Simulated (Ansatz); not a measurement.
# CuI: bands on a dense mesh

Aim: solve CuI self-consistently, get levels and band slopes on a dense mesh, and map the Fermi surface or, if there is a gap, the valleys at its edges.

Method: DFT PBE, spin-orbit coupling, plane waves, PAW; levels and slopes on a dense k mesh at the converged density, in Ansatz 0.2.0.

**1. The system as given**

It takes space group P4/nmm (No. 129, tetragonal). Conventional cell: a = 4.090 Å, b = 4.090 Å, c = 6.551 Å, α = 90.00°, β = 90.00°, γ = 90.00°. Around Cu (site symmetry -4m2) lie 4 I at 2.65 Å and 4 Cu at 2.89 Å. I (site symmetry 4mm) is surrounded by 4 Cu at 2.65 Å.

Coordinates:

```
CELL_PARAMETERS angstrom
4.09020 0.00000 0.00000
0.00000 4.09020 0.00000
0.00000 0.00000 6.55146
ATOMIC_POSITIONS crystal
Cu 0.50000 0.50000 0.00000
Cu 0.00000 0.00000 0.00000
I 0.50000 0.00000 0.25697
I 0.00000 0.50000 0.74303
```

The structure comes from the Materials Project (structure only) and is not relaxed.

**2. Self-consistency and the dense mesh**

Contents of input.yaml:

```yaml
crystal:
  lattice:
    - [4.09019619, 0.0, 0.0]
    - [0.0, 4.09019619, 0.0]
    - [0.0, 0.0, 6.55145804]
  atoms:
    - { symbol: Cu, position: [0.5, 0.5, 0.0] }
    - { symbol: Cu, position: [0.0, 0.0, 0.0] }
    - { symbol: I, position: [0.5, 0.0, 0.25696564] }
    - { symbol: I, position: [0.0, 0.5, 0.74303436] }
basis:
  ecutwfc: 420
kpoints:
  mp_grid: { grid: [10, 10, 6] }
hamiltonian:
  xc: pbe
  pseudopotentials: { kind: paw_fr }
scf:
  occupations: { method: gaussian, width: 0.05 }
output:
  forces: true
  eigenvalues: true
  eigenstates:
    nscf_kmesh: { grid: [16, 16, 10] }
    top_band: c12
    de_dk: true
    localisation: true
  stress: true
checkpoint:
  write: ck
  compress: false
  write_wavefunctions: false
  write_every: 100000
magnetization:
  noncollinear: true
  spin_orbit: true
```

Run with:

```console
ansatz run input.yaml --threads 1 --pin off --max-ram 3072MiB --backend cpu --events-out ev --progress --plain --runs-dir out
```

Q: Predict the outcome of this session. Wanted: gap; valence top; conduction bottom.

The runs gave:

| quantity | value |
| --- | --- |
| gap | 1.41 eV, direct |
| valence top | one maximum at Γ, principal masses 0.38, 0.38 and 1.16 mₑ |
| conduction bottom | one minimum at Γ, principal masses 0.21, 0.21 and 0.23 mₑ |

What this shows: The gap is direct, 1.41 eV at this level of theory, which underestimates gaps.
